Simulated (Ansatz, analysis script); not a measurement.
```json
{"subject": "Free-standing triangular V monolayer, spacing 3.002 Å: spin spirals and exchange", "lattice_ang": [[3.002, 0.0, 0.0], [-1.501, 2.5998, 0.0], [0.0, 0.0, 14.0]], "atoms": [["V", 0.0, 0.0, 0.5]], "method": "PBE, PAW set soft_1; spin spirals by the generalised Bloch theorem, no spin–orbit coupling (and 2 further levels or steps)", "program": "Ansatz 0.2.0 and analysis script 1", "settings_of_one_run": "cutoff 420 eV, 24×24×1 k-mesh, Fermi-Dirac occupations, smearing width 0.05 eV, cone angle 90 °, wavevectors 8, starting moments 2.72 μB", "notes": "No spin model is given, since a fit of a few shells misses single points by over 4 % of their range. The cell was taken as built, with atoms unrelaxed. In doubt: the program’s search for lower states was switched off, so a lower magnetic state than those reached may exist.", "results": {"lowest_point_of_the_path": "q = (0.333, 0.333, 0), -76.9 meV a magnetic atom from q = 0", "highest_point": "39.7 meV a magnetic atom"}}
```

[Logs and program files are shortened in this print: banners, set-up blocks, solver, clock and traceback lines can be left out without a mark of their own.]

[Logs are printed without paths, hosts, clocks, repeated set-up lines and the standing remarks that a program may print on its own settings, such as how far it seeks lower states.]

[Hosts, paths, dates, database ids (printed as entryN), source tags and the programs' standing remarks are cut or masked in the printed files.]
